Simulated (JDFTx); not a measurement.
The system is Ta.

```
CELL_PARAMETERS angstrom
-1.65128 1.65128 1.65128
1.65128 -1.65128 1.65128
1.65128 1.65128 -1.65128
ATOMIC_POSITIONS crystal
Ta 0.00000 0.00000 0.00000
```

| Property | Result |
| --- | --- |
| Program | JDFTx 1.7.0 (patched build) |
| Task | relaxation of cell and atoms |
| Functional | PBE |
| Potentials or basis | PseudoDojo-SR-PBE-0.5-standard with smoothed tails |
| Cutoff | 789 eV |
| Density cutoff | 3157 eV |
| k mesh | 9 × 9 × 9 |
| Occupations | fermi-dirac, width 0.05 eV |
| Spin | no spin polarisation |

At the start: pressure 3.2 GPa; volume 18.01 Å³/atom.

Q: How do energy, volume and symmetry change on relaxing?

A: Over 5 steps the energy falls by 3.1 meV/atom and the volume is 18.33 Å³/atom (+1.8 %); space group Im-3m (No. 229, to 0.05 Å).

The path:
```tsv
step	energy change (eV)	largest force (eV/Å)	pressure (GPa)	volume (Å³)
1	0.0000	0.0000	3.18	18.01
2	-0.0015	0.0000	2.28	18.10
3	-0.0031	0.0000	0.12	18.31
4	-0.0031	0.0000	0.01	18.33
5	-0.0031	0.0000	0.00	18.33
```

Final structure:
```
CELL_PARAMETERS angstrom
-1.66087 1.66087 1.66087
1.66087 -1.66087 1.66087
1.66087 1.66087 -1.66087
ATOMIC_POSITIONS crystal
Ta 0.00000 0.00000 0.00000
```
